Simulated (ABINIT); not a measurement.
# Pb (Fm-3m) in ABINIT: further runs

The runs below take Pb through band structure, with PBE, LDA-PZ.

All numbers are computed with ABINIT 10.8.3 (patched build); they aren't measurements. Logs are shortened: lines on timing, memory, paths and dates and some standing lists are left out, and cuts for length are marked. The log counts tension as positive stress, the text compression.

### 1 The crystal as given

The structure is cubic, space group Fm-3m (No. 225). The conventional cell has a = 4.950 Å, b = 4.950 Å, c = 4.950 Å, α = 90.00°, β = 90.00°, γ = 90.00°. Pb (site symmetry m-3m) has 12 Pb at 3.50 Å as nearest neighbours.

### 2 Band structure, PBE

run.abi reads:

```
ndtset 2

pp_dirpath "./"
pseudos "Pb.upf"

acell 3.5002068511 3.5002068511 3.5002068511 Angstrom
rprim
     0.0000000000     0.7071067812     0.7071067812
     0.7071067812     0.0000000000     0.7071067812
     0.7071067812     0.7071067812     0.0000000000
ntypat 1
znucl 82
natom 1
typat 1
xred
     0.0000000000     0.0000000000     0.0000000000

ecut 28.0

ixc 11

occopt 3
tsmear 0.00183747

nstep 100

iomode 3
prtwf 0
prteig 0
prtebands 0
enunit 1
prtden1 1

kptopt1 1
ngkpt1 9 9 9
nshiftk1 1
shiftk1 0.0 0.0 0.0
nband1 11
tolvrs1 1.0e-10

iscf2 -2
getden2 1
nband2 15
nbdbuf2 2
tolwfr2 1.0e-12
kptopt2 -9
ndivsm2 8
prteig2 1
kptbounds2
     0.0000000000     0.0000000000     0.0000000000
     0.5000000000     0.0000000000     0.5000000000
     0.5000000000     0.2500000000     0.7500000000
     0.3750000000     0.3750000000     0.7500000000
     0.0000000000     0.0000000000     0.0000000000
     0.5000000000     0.5000000000     0.5000000000
     0.6250000000     0.2500000000     0.6250000000
     0.5000000000     0.2500000000     0.7500000000
     0.5000000000     0.5000000000     0.5000000000
     0.3750000000     0.3750000000     0.7500000000
```

Potentials or basis: PseudoDojo NC SR PBE v0.4.1 standard.

Started as:

```
> abinit run.abi > log 2>&1
```

run.abo:

```text
.Version 10.8.3 of ABINIT
 DATASET    1 : space group Fm -3 m (#225); Bravais cF (face-center cubic)
================================================================================
 Values of the parameters that define the memory need for DATASET  1.
     intxc =       0    ionmov =       0      iscf =       7    lmnmax =       6
     lnmax =       6     mgfft =      32  mpssoang =       3    mqgrid =    3001
     natom =       1  nloc_mem =       1    nspden =       1   nspinor =       1
    nsppol =       1      nsym =      48    n1xccc =    2501    ntypat =       1
    occopt =       3   xclevel =       2
       mpw =        1465          nfft =       32768          nkpt =          35
================================================================================
================================================================================

 DATASET    2 : space group Fm -3 m (#225); Bravais cF (face-center cubic)
================================================================================
 Values of the parameters that define the memory need for DATASET  2.
     intxc =       0    ionmov =       0      iscf =      -2    lmnmax =       6
     lnmax =       6     mgfft =      32  mpssoang =       3    mqgrid =    3001
     natom =       1  nloc_mem =       1    nspden =       1   nspinor =       1
    nsppol =       1      nsym =      48    n1xccc =    2501    ntypat =       1
    occopt =       3   xclevel =       2
       mpw =        1464          nfft =       32768          nkpt =         139
================================================================================
================================================================================

--------------------------------------------------------------------------------
------------- Echo of variables that govern the present computation ------------
--------------------------------------------------------------------------------
 -outvars: echo values of preprocessed input variables --------
            acell      6.6144323326E+00  6.6144323326E+00  6.6144323326E+00 Bohr
              amu      2.07200000E+02
             ecut      2.80000000E+01 Hartree
           enunit           1
           getden1          0
           getden2          1
             iscf1          7
             iscf2         -2
                       outvar_i_n : Printing only first  50 k-points.
              ixc          11
           jdtset        1    2
                       outvar_i_n : Printing only first  50 k-points.
           kptopt1          1
           kptopt2         -9
         kptrlatt        9    0    0      0    9    0      0    0    9
          kptrlen1     5.95298910E+01
          kptrlen2     3.00000000E+01
            natom           1
            nband1         11
[... 1055 lines left out ...]
lattice_volume:   2.0462691E+02
convergence: {deltae:  0.000E+00, res2:  0.000E+00, residm:  9.995E-13, diffor:  0.000E+00, }
etotal    :  -7.03830104E+01
entropy   :   0.00000000E+00
fermie    :   1.96697860E-01
cartesian_stress_tensor: null
pressure_GPa: null
xred      :
- [  0.0000E+00,   0.0000E+00,   0.0000E+00, Pb]
cartesian_forces: null
force_length_stats: {min: null, max: null, mean: null, }
...

 Integrated electronic density in atomic spheres:
 ------------------------------------------------
 Atom  Sphere_radius  Integrated_density
    1        2.00000         10.08980089
================================================================================

 ----iterations are completed or convergence reached----

 Mean square residual over all n,k,spin=   47.333E-14; max=  99.947E-14
 reduced coordinates (array xred) for    1 atoms
       0.000000000000      0.000000000000      0.000000000000

 cartesian coordinates (angstrom) at end:
    1      0.00000000000000     0.00000000000000     0.00000000000000
 length scales=  6.614432332605  6.614432332605  6.614432332605 bohr
              =  3.500206851100  3.500206851100  3.500206851100 angstroms
 Eigenvalues (   eV  ) for nkpt= 139  k points:
 kpt#   1, nband= 15, wtk=  1.00000, kpt=  0.0000  0.0000  0.0000 (reduced coord)
 -11.59894  -11.59894  -11.59894  -11.45949  -11.45949   -6.26422   12.91979   12.91979
  12.91979   15.57765   16.80985   17.97921   17.97921   17.97921   20.62409
 kpt#   2, nband= 15, wtk=  1.00000, kpt=  0.0217  0.0000  0.0217 (reduced coord)
 -11.59971  -11.59760  -11.59760  -11.46027  -11.45892   -6.25210   12.82346   12.86001
  12.86001   15.51633   16.91911   18.05475   18.05475   18.06265   20.38267
 kpt#   3, nband= 15, wtk=  1.00000, kpt=  0.0435  0.0000  0.0435 (reduced coord)
 -11.60199  -11.59359  -11.59359  -11.46260  -11.45723   -6.21574   12.56184   12.69086
  12.69086   15.35346   17.21208   18.27115   18.27115   18.29185   19.81523
 kpt#   4, nband= 15, wtk=  1.00000, kpt=  0.0652  0.0000  0.0652 (reduced coord)
 -11.60574  -11.58698  -11.58698  -11.46650  -11.45444   -6.15513   12.18946   12.43676
  12.43676   15.12976   17.58935   18.60397   18.60397   18.62599   19.17200
 kpt#   5, nband= 15, wtk=  1.00000, kpt=  0.0870  0.0000  0.0870 (reduced coord)
 -11.61089  -11.57786  -11.57786  -11.47195  -11.45061   -6.07026   11.75145   12.12486
  12.12486   14.87780   17.72680   18.82782   19.02601   19.02601   19.03234
 kpt#   6, nband= 15, wtk=  1.00000, kpt=  0.1087  0.0000  0.1087 (reduced coord)
 -11.61734  -11.56638  -11.56638  -11.47893  -11.44581   -5.96112   11.27505   11.77793
[... 386 lines left out ...]
 -11.65286  -11.52203  -11.45321  -11.42919  -11.33962   -1.78327    2.65624    5.43529
   9.18764   12.49333   19.14270   19.98527   20.32241   23.10154   23.21852
 kpt# 136, nband= 15, wtk=  1.00000, kpt=  0.4018  0.4018  0.6964 (reduced coord)
 -11.66111  -11.52725  -11.43431  -11.42609  -11.34047   -1.63671    2.90812    4.89931
   8.98097   12.33430   18.58123   20.62497   20.87782   22.99938   23.10681
 kpt# 137, nband= 15, wtk=  1.00000, kpt=  0.3929  0.3929  0.7143 (reduced coord)
 -11.66908  -11.53918  -11.41756  -11.41657  -11.34007   -1.49975    3.14251    4.45767
   8.79403   12.19668   18.01873   21.29964   21.42790   22.92912   22.97433
 kpt# 138, nband= 15, wtk=  1.00000, kpt=  0.3839  0.3839  0.7321 (reduced coord)
 -11.67659  -11.55409  -11.40436  -11.40416  -11.33774   -1.38625    3.27751    4.20698
   8.62931   12.08004   17.47128   21.93217   21.98914   22.85731   22.92839
 kpt# 139, nband= 15, wtk=  1.00000, kpt=  0.3750  0.3750  0.7500 (reduced coord)
 -11.68352  -11.56949  -11.39503  -11.39190  -11.33309   -1.31436    3.21128    4.26764
   8.48883   11.98406   16.94250   22.27537   22.60425   22.84725   23.10848

== END DATASET(S) ==============================================================
================================================================================

 -outvars: echo values of variables after computation  --------
            acell      6.6144323326E+00  6.6144323326E+00  6.6144323326E+00 Bohr
           etotal1    -7.0383010358E+01
            fcart1    -0.0000000000E+00 -0.0000000000E+00 -0.0000000000E+00
            rprim      0.0000000000E+00  7.0710678120E-01  7.0710678120E-01
                       7.0710678120E-01  0.0000000000E+00  7.0710678120E-01
                       7.0710678120E-01  7.0710678120E-01  0.0000000000E+00
           strten1    -7.6797992410E-05 -7.6797992410E-05 -7.6797992410E-05
                       0.0000000000E+00  0.0000000000E+00  0.0000000000E+00
 Calculation completed.
```

Wall time 45 s (1 thread of Arm Neoverse V2, shared host); peak memory 0.12 GiB.

What came out:

```yaml
Free_energy: -1915.2193 eV
Pressure: 2.3 GPa
Band_gap_on_the_k_mesh: none (metal or under the smearing width)
Valence_electrons_inside_the_program's_atomic_spheres: Pb 10.09 (radii [1.0584] Å)
```

Levels at the corners of the path, in eV from the Fermi level:
```csv
point,band 4,band 5,band 6,band 7,band 8,band 9,band 10,band 11
Γ,-16.81,-16.81,-11.62,7.57,7.57,7.57,10.23,11.46
X,-16.64,-16.64,-6.58,-3.13,2.21,2.21,5.52,6.79
W,-16.77,-16.64,-6.48,-1.23,-1.23,0.41,11.01,12.48
K,-16.74,-16.69,-6.67,-2.14,-1.08,3.14,6.63,11.59
Γ,-16.81,-16.81,-11.62,7.57,7.57,7.57,10.23,11.46
L,-16.68,-16.68,-7.99,-4.07,5.74,5.74,9.60,9.63
U,-16.74,-16.69,-6.67,-2.14,-1.08,3.14,6.63,11.59
W,-16.77,-16.64,-6.48,-1.23,-1.23,0.41,11.01,12.48
L,-16.68,-16.68,-7.99,-4.07,5.74,5.74,9.60,9.63
K,-16.74,-16.69,-6.67,-2.14,-1.08,3.14,6.63,11.59
```

Caveat: spin-orbit coupling is left out, which moves the levels of the heavy elements.

### 3 Band structure, LDA-PZ

run.abi reads:

```
# Datasets: ground state, then fixed potential
ndtset 2

# Pseudopotentials
pp_dirpath "./"
pseudos "Pb.LDA_PW-JTH_sp.xml"

# Structure
acell 3*1.0
rprim
     0.0000000000     4.6771099530     4.6771099530
     4.6771099530     0.0000000000     4.6771099530
     4.6771099530     4.6771099530     0.0000000000
ntypat 1
znucl 82
natom 1
typat 1
xred
     0.0000000000     0.0000000000     0.0000000000

# Plane-wave basis
ecut 15.0
pawecutdg 30.0

# Exchange and correlation
ixc 2

# Bands and occupations
occopt 3
tsmear 0.05 eV

# SCF cycle
nstep 100

# Output
iomode 3
prtwf 0
prteig 0
prtebands 0
enunit 2
prtden1 1
prtvha1 1
prtvclmb1 1
prtpot1 1

# Dataset 1
kptopt1 1
ngkpt1 9 9 9
nshiftk1 1
shiftk1 0.0 0.0 0.0
nband1 6
tolvrs1 1.0e-9

# Dataset 2: bands along G-X-W-K-G-L-U-W-L-K
iscf2 -2
getden2 1
nband2 10
nbdbuf2 2
tolwfr2 1.0e-12
kptopt2 -9
ndivsm2 8
prteig2 1
prtvol2 -3
kptbounds2
     0.0000000000     0.0000000000     0.0000000000
     0.5000000000     0.0000000000     0.5000000000
     0.5000000000     0.2500000000     0.7500000000
     0.3750000000     0.3750000000     0.7500000000
     0.0000000000     0.0000000000     0.0000000000
     0.5000000000     0.5000000000     0.5000000000
     0.6250000000     0.2500000000     0.6250000000
     0.5000000000     0.2500000000     0.7500000000
     0.5000000000     0.5000000000     0.5000000000
     0.3750000000     0.3750000000     0.7500000000
```

Potentials or basis: JTH PAW LDA v2.0 sp.

Started as:

```
> abinit run.abi > log 2>&1
```

Wall time 9.8 s (1 thread of Arm Neoverse V2, shared host); peak memory 0.12 GiB.

The run converged. Its results:

```
Free energy                                           : -102.8401 eV
Pressure                                              : -2.1 GPa
Band gap on the k mesh                                : none (metal or under the smearing width)
Valence electrons inside the program's atomic spheres : Pb 2.69 (radii [1.5418] Å)
```

Levels at the corners of the path, in eV from the Fermi level:
```
point  band 1  band 2  band 3  band 4  band 5  band 6  band 7
    Γ  -11.65    7.56    7.56    7.56    9.23    9.23    9.23
    X   -6.68   -3.12    2.27    2.27    5.43    6.36   10.78
    W   -6.54   -1.23   -1.23    0.43    9.75    9.85    9.85
    K   -6.74   -2.15   -1.09    3.17    6.40    9.61   10.62
    Γ  -11.65    7.56    7.56    7.56    9.23    9.23    9.23
    L   -8.12   -4.05    5.77    5.77    8.41    8.91    8.91
    U   -6.74   -2.15   -1.09    3.17    6.40    9.61   10.62
    W   -6.54   -1.23   -1.23    0.43    9.75    9.85    9.85
    L   -8.12   -4.05    5.77    5.77    8.41    8.91    8.91
    K   -6.74   -2.15   -1.09    3.17    6.40    9.61   10.62
```

Caveat: spin-orbit coupling is left out, which moves the levels of the heavy elements; this set keeps more shells in the core, which shifts pressures and gaps.
